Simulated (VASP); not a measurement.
Set up this calculation in VASP 6.6.1, as the native input.

* Task: single point
* Functional: LDA
* Potentials or basis: VASP PAW LDA potentials, release 64 (Mg)
* Cutoff: 520 eV
* k mesh: 18 × 18 × 10
* Occupations: gaussian, width 0.15 eV
* Spin: no spin polarisation
* Dipole correction: no
* Further INCAR settings: ALGO = Normal; EDIFF = 1e-07; NBANDS = 9

The structure of Mg lies in POSCAR:

```
Mg
1.0
    3.2092715325      0.0000000000      0.0000000000
   -1.6046357662      2.7793106748      0.0000000000
    0.0000000000      0.0000000000      5.6271564000
Mg
2
Direct
    0.3333333333      0.6666666667      0.2500000000
    0.6666666667      0.3333333333      0.7500000000
```

The cell isn't the ideal one: strain +0.000 along x and y, +0.080 along z, atoms carried along.

The input as run:

INCAR

```
SYSTEM = Mg
PREC = Accurate ; ENCUT = 520
EDIFF = 1E-7 ; ISMEAR = 0
SIGMA = 0.15 ; LREAL = .False.
LASPH = .True. ; NELM = 100
ALGO = Normal ; ISIF = 2
LWAVE = .False. ; LCHARG = .False.
NBANDS = 9
```

KPOINTS

```
regular mesh
0
Gamma
  18 18 10
  0 0 0
```

Potentials or basis: VASP PAW LDA potentials, release 64 (Mg).

Command:

```console
$ cat potpaw_LDA.64/Mg/POTCAR > POTCAR
$ mpirun -np 1 vasp_std > vasp.out
```

It gave:

```
Pressure               : -4.4 GPa
Band gap on the k mesh : none (metal or under the smearing width)
```

Run time: 43 s on 1 thread of Intel(R) Xeon(R) Platinum 8259CL CPU @ 2.50GHz (Skylake/Cascade Lake), on a shared host, peak memory 0.21 GiB.
